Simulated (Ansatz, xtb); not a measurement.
**Isomers of C3H9N**

3 of its isomers, all singlets with charge 0: A = propylamine `CCCN`; B = isopropylamine `CC(C)N`; C = ethylmethylamine `CCNC`.

Shapes, held fixed at every level: PBE0-D4/def2-TZVP. Flexible molecules stand in one conformer, not always the lowest. Programs: Ansatz 0.2.0, xtb 6.7.1, xtb 6.7.1 later snapshot.

Electronic energies in kJ/mol, without zero-point or thermal terms.

```tsv
level	kind	B − A	C − A
GFN0-xTB	semi-empirical	-13.6	-72.4
HF/def2-TZVPP	Hartree–Fock	-11.3	+20.3
PBE-D4/def2-TZVPP	GGA	-10.9	+23.7
r2SCAN-D4/def2-TZVPP	meta-GGA	-13.2	+24.3
PBE0-D4/def2-TZVPP	global hybrid	-11.3	+24.5
wB97M-V/def2-TZVPP	range-separated hybrid	-12.9	+25.3
wB97X-V/def2-TZVPP	range-separated hybrid	-12.3	+23.7
CCSD/def2-TZVPP	coupled cluster or CI	-13.1	+25.2
CCSD(T)/CBS estimate	coupled cluster or CI	-14.2	+26.3
```

The highest level, CCSD(T)/CBS estimate, puts B lowest of these. GFN0-xTB puts another isomer lowest. The B − A difference spans -14.2 to -10.9 kJ/mol over the levels. The CBS estimate extrapolates MP2 from def2-TZVPP and def2-QZVPP and adds CCSD(T) − MP2 in the triple-zeta set, cores frozen. GFN0-xTB strays far from the other rows.
